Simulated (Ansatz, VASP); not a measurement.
Given: the input of a run of Ansatz 0.2.0 on TaN.

File input.yaml:

```yaml
crystal:
  lattice:
    - [0.0, 2.211323, 2.211323]
    - [2.211323, 0.0, 2.211323]
    - [2.211323, 2.211323, 0.0]
  atoms:
    - { symbol: Ta, position: [0.5, 0.5, 0.5] }
    - { symbol: "N", position: [0.0, 0.0, 0.0] }
kpoints:
  mp_grid: { grid: [10, 10, 10] }
scf:
  occupations: { method: gaussian, width: 0.014 }
hamiltonian:
  xc: pbe
  pseudopotentials: { kind: all_electron, lapw: { basis_error: 0.001 } }
output:
  forces: true
  stress: true
  eigenvalues: true
```

Potentials or basis: all-electron LAPW, scalar-relativistic.

Run with:

```sh
$ ansatz run input.yaml --threads 1 --pin off --max-ram 3072MiB --backend cpu --events-out ev --progress --plain --runs-dir out
```

Q: Set up the same calculation for VASP 6.6.1. Potentials there: VASP PAW PBE potentials, release 64 (Ta_pv, N).

A: As run (the cutoff follows the program's own potentials):

File INCAR:

```
SYSTEM = TaN
ALGO = Normal
EDIFF = 1E-7
ENCUT = 520
GGA = PE
ISIF = 2
ISMEAR = 0
LASPH = .TRUE.
LCHARG = .TRUE.
LELF = .TRUE.
LREAL = .FALSE.
LVHAR = .TRUE.
LWAVE = .FALSE.
NBANDS = 15
NELM = 60
PREC = Accurate
SIGMA = 0.014
```

Contents of KPOINTS:

```
k-points
0
G
  10 10 10
  0 0 0
```

POSCAR

```
TaN
1.0
    0.0000000000      2.2113230000      2.2113230000
    2.2113230000      0.0000000000      2.2113230000
    2.2113230000      2.2113230000      0.0000000000
Ta N
1 1
Direct
    0.5000000000      0.5000000000      0.5000000000
    0.0000000000      0.0000000000      0.0000000000
```

Potentials or basis: VASP PAW PBE potentials, release 64 (Ta_pv, N).

Run with:

```console
$ cat potpaw_PBE.64/Ta_pv/POTCAR potpaw_PBE.64/N/POTCAR > POTCAR
$ mpirun -np 1 vasp_std > vasp.out
```

Both were run:

|  | VASP | Ansatz | Ansatz less VASP |
| --- | --- | --- | --- |
| gap on the k mesh at the Fermi level (eV) | none | none | - |
| pressure (GPa) | -0.6 | -1.2 | -0.61 |

A gap of «none» marks a metal or a gap that the smearing closes. Ansatz ran all-electron here, so the differences hold the error of VASP's frozen core and of both bases.

Spin-orbit coupling is left out, which matters for the levels of Ta.
